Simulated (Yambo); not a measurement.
GaAs in Yambo: convergence with bands in self energy

The system is GaAs.

```
CELL_PARAMETERS angstrom
0.00000 2.82685 2.82685
2.82685 0.00000 2.82685
2.82685 2.82685 0.00000
ATOMIC_POSITIONS crystal
As 0.75000 0.75000 0.75000
Ga 0.00000 0.00000 0.00000
```

| Property | Result |
| --- | --- |
| Program | Yambo 5.3.0 |
| Task | G0W0 quasiparticle levels |
| Functional | PBEsol |
| Potentials or basis | PseudoDojo 0.4 SR PBEsol stringent |
| Cutoff | 1551 eV |
| Density cutoff | 6204 eV |
| k mesh | 4 × 4 × 4 |
| Occupations | fixed |
| Spin | no spin polarisation |
| k mesh of the self-consistent run | 8 × 8 × 8 |
| Random integration of the Coulomb term | yes |
| Direction of the field or of q to 0 | x + y + z |
| Broadening | 0.1 eV |
| States corrected | Γ and the k points of the band edges |
| Frequency dependence of W | plasmon pole |
| Terminator of the band sum in the self-energy | none |
| Quasiparticle equation | linearised (Newton) |
| Imaginary frequency of the plasmon-pole fit | 27.2114 eV |
| Bands in the response | 142 |
| Bands in the self-energy | 42 |
| Cutoff of the response matrix | 15 Ry |
| Cutoff of exchange and Vxc | 114 Ry |
| Bands corrected (first, last) | [20, 24] |

These are the settings of the first run; the series varies bands in self energy, with any setting tied to it.

| bands in self energy | quasiparticle gap at the points computed (eV) |
| --- | --- |
| 42 | 1.161 |
| 62 | 1.177 |
| 102 | 1.160 |
| 142 | 1.155 |

Against the tightest run, the quasiparticle gap at the points computed stays within 0.05 eV from 42 on. The tightest run that finished is the yardstick and may itself not be fully converged.

Caveat, for the tightest run too: the k mesh is coarse (spacing up to 0.48 Å⁻¹), so the values aren't converged; this version prints the column dSc/dw multiplied by 27.2.
